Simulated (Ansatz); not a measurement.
Runs of Ansatz 0.2.0 on ZnAu. It takes space group Pm-3m (No. 221, cubic). The conventional cell has a = 3.147 Å, b = 3.147 Å, c = 3.147 Å, α = 90.00°, β = 90.00°, γ = 90.00°. Around Au (site symmetry m-3m) lie 8 Zn at 2.73 Å. Around Zn (site symmetry m-3m) lie 8 Au at 2.73 Å. 

```csv
level,cutoff (eV),gap on the mesh (eV),pressure (GPa)
BLYP,420,none,14.2
revPBE,420,none,(a)
PBEsol,420,none,-1.8
RPBE,420,none,9.3
r2SCAN,500,none,(b)
```

Alike in all rows: task band structure; potentials or basis Ansatz PAW; no spin polarisation; cell as given; k mesh 5 × 5 × 5; smearing fermi-dirac 0.05 eV; the mesh is coarse, so values aren't converged.

Problem. Estimate the missing entries.

Solution. (a) 8.2; (b) 0.9.

Caveats: all runs use coarse meshes; spin-orbit coupling is left out, which moves the levels of the heavy elements; the PAW data sets come from PBE, with cores solved anew for the run's functional, which leaves a small shift of forces and pressure.

A k mesh can miss the band edges, and the runs leave out spin-orbit coupling on Au.

A gap of «none» marks a metal or a gap under the smearing width.

Runs at the PBE level aren't shown here.
